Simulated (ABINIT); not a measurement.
Crystal: PtSe2 (Sudovikovite).

```
Pt Se
1.0
     3.72400    0.00000    0.00000
    -1.86200    3.22508    0.00000
     0.00000    0.00000    5.06200
Pt Se
1 2
Direct
  0.00000 0.00000 0.00000
  0.66667 0.33333 0.75000
  0.33333 0.66667 0.25000
```

Base run:

| Quantity | Value |
| --- | --- |
| Program | ABINIT 10.8.3 (patched build) |
| Functional | revPBE |
| Potentials or basis | JTH PAW PBE v2.0 |
| Cutoff | 544 eV |
| k mesh | 8 × 8 × 5 |
| Occupations | fermi-dirac, width 0.05 eV |
| Spin | no spin polarisation |

Its results: band gap on the k mesh none (metal or under the smearing width); pressure 9.6 GPa; largest force 0.720 eV/Å.

Problem. After a change of settings the same cell gave: band gap on the k mesh none (metal or under the smearing width); pressure 3.4 GPa; largest force 0.537 eV/Å. Which change was it?
A. functional from revPBE to PBE; k mesh from 8 × 8 × 5 to 5 × 5 × 3
B. functional from revPBE to WC
C. functional from revPBE to LDA-VWN; potentials or basis from JTH PAW PBE v2.0 to JTH PAW LDA v2.0
D. functional from revPBE to BP86

Solution. B.

WC binds more tightly than revPBE, so the same cell stands under less pressure.

Caveats: the PAW data sets were made with another functional, which shifts forces and pressure a little; spin-orbit coupling is left out, which moves the levels of the heavy elements; the atomic spheres overlap.
